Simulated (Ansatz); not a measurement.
**Cd in Ansatz: convergence with n extra bands**

Input of the first run (n extra bands 1); the others differ in this setting and in those tied to it:

input.yaml

```yaml
crystal:
  lattice:
    - [-1.784322, 1.784322, 1.784322]
    - [1.784322, -1.784322, 1.784322]
    - [1.784322, 1.784322, -1.784322]
  atoms:
    - { symbol: Cd, position: [0.0, 0.0, 0.0] }
kpoints:
  mp_grid: { grid: [10, 10, 10] }
scf:
  occupations: { method: fermi_dirac, width: 0.05 }
  n_extra_bands: 1
hamiltonian:
  xc: pbe
  pseudopotentials: { kind: all_electron, lapw: { basis_error: 0.001 } }
output:
  forces: true
  stress: true
  eigenvalues: true
```

Potentials or basis: all-electron LAPW, scalar-relativistic.

The run is started by

```bash
$ ansatz run input.yaml --threads 1 --pin off --max-ram 3072MiB --backend cpu --events-out ev --progress --plain --runs-dir out
```

This isn't the form of Cd at room conditions, which is hcp.

Hardware: 1 thread of Intel(R) Xeon(R) Processor @ 2.70GHz (shared host).

```
n extra bands  energy less the tightest run, at zero smearing (meV/atom)  SCF cycles  CPU time (s)  peak memory (GiB)
            1                                                       0.00           7           3.2               0.26
            2                                                       0.00           7           3.6               0.26
            4                                                       0.00           7           3.2               0.26
            8                                                       0.00           7           3.7               0.27
           16                                                       0.00           7             5               0.28
           32                                                       0.00           7           8.3               0.31
```

Against the tightest run, the energy stays within 1 meV/atom from 1 on. The tightest run that finished is the yardstick and may itself not be fully converged.
